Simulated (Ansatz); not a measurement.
## HfN (Fm-3m), a vibration from a frozen displacement

All numbers below come from Ansatz 0.2.0, DFT r2SCAN, scalar-relativistic, plane waves, PAW. Settings: plane waves to 500 eV, k-mesh 18×18×18 (Γ-centred), Gaussian smearing 0.15 eV. Spin–orbit coupling is left out, which matters for the heavy elements here. No spin polarisation. Energies are free energies at this smearing, counted from the undisturbed cell; pressure is positive in compression.

Reference structure (as given, not relaxed at this level; it stands at 1.4 GPa):

```
Hf N
1.0
     0.00000    2.25900    2.25900
     2.25900    0.00000    2.25900
     2.25900    2.25900    0.00000
Hf N
1 1
Cartesian
  0.0000 0.0000 0.0000
  2.2590 2.2590 2.2590
```

Every N atom is moved by x along the Cartesian unit vector (0.000, -0.707, -0.707); the cell and all other atoms stay fixed. The cell's volume is 23.06 Å³; the moved atoms weigh 14.007 u together and the others 178.490 u. Some rows repeat others by symmetry and weren't run.

| x (Å) | ΔE (meV/cell) | total force on the moved atoms along the move (eV/Å) | pressure (GPa) |
| --- | --- | --- | --- |
| -0.2000 | 232.81 | 2.3141 | 6.6353 |
| -0.1750 | 178.59 | 2.0243 | 5.4288 |
| -0.1500 | 131.55 | 1.7395 | 4.3776 |
| -0.1250 | 91.61 | 1.4559 | 3.4817 |
| -0.1000 | 58.77 | 1.1705 | 2.7435 |
| -0.0750 | 33.11 | 0.8813 | 2.1651 |
| -0.0500 | 14.73 | 0.5889 | 1.7513 |
| 0.0000 | 0.00 | 0.0000 | 1.4202 |
| 0.0500 | 14.73 | -0.5889 | 1.7513 |
| 0.0750 | 33.11 | -0.8813 | 2.1651 |
| 0.1000 | 58.77 | -1.1705 | 2.7435 |
| 0.1250 | 91.61 | -1.4559 | 3.4817 |
| 0.1500 | 131.55 | -1.7395 | 4.3776 |
| 0.1750 | 178.59 | -2.0243 | 5.4288 |
| 0.2000 | 232.81 | -2.3141 | 6.6353 |

Q: What frequency belongs to this motion?

A: The force constant is k = −dF/dx = 11.778 eV/Å², from the parabola through x = -0.0500, 0 and 0.0500. In every cell the moved atoms swing against the rest, so the mass is μ = m₁m₂/(m₁ + m₂) = 12.988 u, and ν̃ = 521.5 cm⁻¹ × √(|k|/μ) = 497 cm⁻¹, at this cell's pressure of 1.4 GPa. To first order in x, and within 1 %, the force on every atom lies along the move and, within each of the two groups, in proportion to the atom's mass, so this is itself a mode at the zone centre of this cell.

Q: How far does the harmonic law reach?

A: At x = -0.200 Å, kx²/2 = 235.55 meV against the computed 232.81 meV (-1.2 %): the well is still close to harmonic there.

Q: The pressure changes with x². What does that say about the frequency under compression?

A: With E = k(V)x²/2, k ∝ V^(−2γ) and x scaling with the cell as V^(1/3), P − P0 = −∂E/∂V = (2γ − 2/3) ΔE/V. At x = 0.0750 Å, V(P − P0) = 23.06 × 0.74490 / 160.2 eV = 107.19 meV and ΔE = 33.11 meV, so γ = 1/3 + V(P − P0)/(2ΔE) = 1.95. This is the Grüneisen parameter of the motion under uniform scaling of the cell: shrinking the cell evenly by 1 % in volume raises the frequency by about 1.95 %.

In a metal these slopes depend on the k mesh and the smearing.

The energy rises on both sides of the undisplaced structure, so the rocksalt arrangement is stable against this relative shift of the Hf and N sublattices. The high frequency reflects a stiff restoring force acting on a reduced mass of 12.988 u, close to that of nitrogen alone; the heavy Hf sublattice barely moves. The stiffness probably comes from Hf 5d–N 2p covalency together with ionic attraction and short-range repulsion. Inversion symmetry removes the cubic term along this path, and the slight softening at larger displacement points to a weak negative quartic contribution. The positive Grüneisen parameter fits the usual picture in which shorter metal–nitrogen contacts steepen the repulsion and strengthen orbital overlap.

Because HfN is a metal, its carriers screen the long-range field that would split longitudinal from transverse optical modes in an insulator, so 497 cm⁻¹ should apply to all three polarisations at the zone centre. It doesn't test the acoustic branches at finite wavevector, where electron–phonon anomalies are known in related transition-metal nitrides.
